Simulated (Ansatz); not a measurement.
# Zn8S7: the cost of one run

Method: DFT PBE, scalar-relativistic, plane waves, PAW, in Ansatz 0.2.0.

1 further run of the same task is left out (set aside as unsound or not needed).

### Step 1. The structure to begin with

Symmetry: P6_3mc, No. 186, hexagonal system. The conventional cell has a = 3.844 Å, b = 3.844 Å, c = 6.305 Å, α = 90.00°, β = 90.00°, γ = 120.00°. Zn (site symmetry 3m) is surrounded by 4 S at 2.36 Å. S (site symmetry 3m) is surrounded by 4 Zn at 2.36 Å.

Structure file:

```
Zn S
1.0
     3.84407    0.00000    0.00000
    -1.92203    3.32906    0.00000
     0.00000    0.00000    6.30464
Zn S
2 2
Direct
  0.33333 0.66667 0.00027
  0.66667 0.33333 0.50027
  0.33333 0.66667 0.37473
  0.66667 0.33333 0.87473
```

It goes back to an entry of the Materials Project.

This cell was relaxed beforehand with the same method: volume 20.17 Å³/atom, gap on the mesh 2.08 eV.

The host's static dielectric tensor, from an earlier linear-response run, has a mean of 9.20.

The perfect supercell (rows 0 0 1; -2 -2 0; 2 0 0 in vectors of this cell) comes from an earlier run at this level (16 atoms, E(σ→0) -33781.6461 eV, gap 2.08 eV on its own mesh).

### Step 2. Making the defect

The atom at (0.375, 0.167, 0.833) of the supercell is taken out. The other atoms start on their ideal sites. Its neighbours are 4 Zn at 2.36 Å.

### Step 3. Relaxing the defect, charge 0

File input.yaml:

```yaml
crystal:
  lattice:
    - [0.0, 0.0, 6.3046430491]
    - [-3.8440669358, -6.6581192403, 0.0]
    - [7.6881338714, -1.0e-10, 0.0]
  atoms:
    - { symbol: Zn, position: [0.0002666737, 0.1666666667, 0.8333333333] }
    - { symbol: Zn, position: [0.0002666737, 0.1666666667, 0.3333333333] }
    - { symbol: Zn, position: [0.0002666737, 0.6666666667, 0.8333333333] }
    - { symbol: Zn, position: [0.0002666737, 0.6666666667, 0.3333333333] }
    - { symbol: Zn, position: [0.5002666737, 0.3333333333, 0.1666666667] }
    - { symbol: Zn, position: [0.5002666737, 0.3333333333, 0.6666666667] }
    - { symbol: Zn, position: [0.5002666737, 0.8333333333, 0.1666666667] }
    - { symbol: Zn, position: [0.5002666737, 0.8333333333, 0.6666666667] }
    - { symbol: S, position: [0.3747333263, 0.1666666667, 0.3333333333] }
    - { symbol: S, position: [0.3747333263, 0.6666666667, 0.8333333333] }
    - { symbol: S, position: [0.3747333263, 0.6666666667, 0.3333333333] }
    - { symbol: S, position: [0.8747333263, 0.3333333333, 0.1666666667] }
    - { symbol: S, position: [0.8747333263, 0.3333333333, 0.6666666667] }
    - { symbol: S, position: [0.8747333263, 0.8333333333, 0.1666666667] }
    - { symbol: S, position: [0.8747333263, 0.8333333333, 0.6666666667] }
  host:
    lattice:
      - [3.8440669357, 0.0, 0.0]
      - [-1.9220334678, 3.3290596202, 0.0]
      - [0.0, 0.0, 6.3046430491]
    atoms:
      - { symbol: Zn, position: [0.3333333333, 0.6666666667, 0.0002666737] }
      - { symbol: Zn, position: [0.6666666667, 0.3333333333, 0.5002666737] }
      - { symbol: S, position: [0.3333333333, 0.6666666667, 0.3747333263] }
      - { symbol: S, position: [0.6666666667, 0.3333333333, 0.8747333263] }
basis:
  ecutwfc: 420
  xc_grid: 2
kpoints:
  mp_grid: { grid: [2, 2, 2], shift: [0.0, 0.0, 0.0] }
hamiltonian:
  xc: pbe
scf:
  occupations: { method: gaussian, width: 0.01 }
output:
  forces: true
  stress: false
  eigenvalues: true
  charged_corrections:
    defect_position: [0.37473333, 0.16666667, 0.83333333]
    epsilon: [[9.0008, 0.0, 0.0], [0.0, 9.0008, 0.0], [0.0, 0.0, 9.6061]]
  write_density: true
  write_potential: true
  elf: true
  volumetric_format: npy
relax:
  adjacent_minimum: "off"
  f_tol: 0.025
  max_steps: 45
```

Run with:

```
$ ansatz run input.yaml --threads 4 --pin off --max-ram 10240MiB --backend cpu --events-out ev --progress --plain --runs-dir out
```

**Question.** How long does this run take on 4 threads of Arm Neoverse V2, shared host, and how much memory does it need?

About 17 s, with a peak of 0.83 GiB.
